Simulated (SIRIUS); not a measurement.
Runs of SIRIUS 7.10.0 on Zr. The structure is cubic, space group Pm-3m (No. 221). Conventional cell: a = 4.299 Å, b = 4.299 Å, c = 4.299 Å, α = 90.00°, β = 90.00°, γ = 90.00°. Zr (site symmetry 4/mmm) has 8 Zr at 3.04 Å as nearest neighbours. The cell was built by a generator and needn't be a form met in nature.

```csv
level,U,form of the Hubbard term,hubbard projectors,start of the occupations,gap on the mesh (eV),pressure (GPa)
PBE,-,-,-,-,none,0.0
PBE+U,Zr d U = 6 eV,simplified (Dudarev),orthogonalised atomic orbitals,the program's own,none,11.7
PBE+U,Zr d U = 2 eV,simplified (Dudarev),orthogonalised atomic orbitals,the program's own,none,(a)
PBE+U,Zr d U = 8 eV,simplified (Dudarev),orthogonalised atomic orbitals,the program's own,none,31.0
PBE+U,Zr d U = 4 eV,simplified (Dudarev),orthogonalised atomic orbitals,the program's own,none,5.8
```

Alike in all rows: task single point; potentials or basis PseudoDojo 0.4.1 PBE standard (scalar relativistic); no spin polarisation; cell as given; k mesh 6 × 6 × 6; cutoff (eV) 915; smearing fermi-dirac 0.05 eV.

Task: Fill in the values left out.

Result: (a) 2.6.

Caveats: U without spin polarisation on a metal has little footing (some runs); the U is typed as a test and isn't derived for this compound (some runs); a pressure of tens of GPa on the cell as given is suspect, and the run, the potentials or the cell itself is likely at fault (some runs).

A k mesh can miss the band edges, and the runs leave out spin-orbit coupling on Zr.

A gap of «none» marks a metal or a gap under the smearing width.
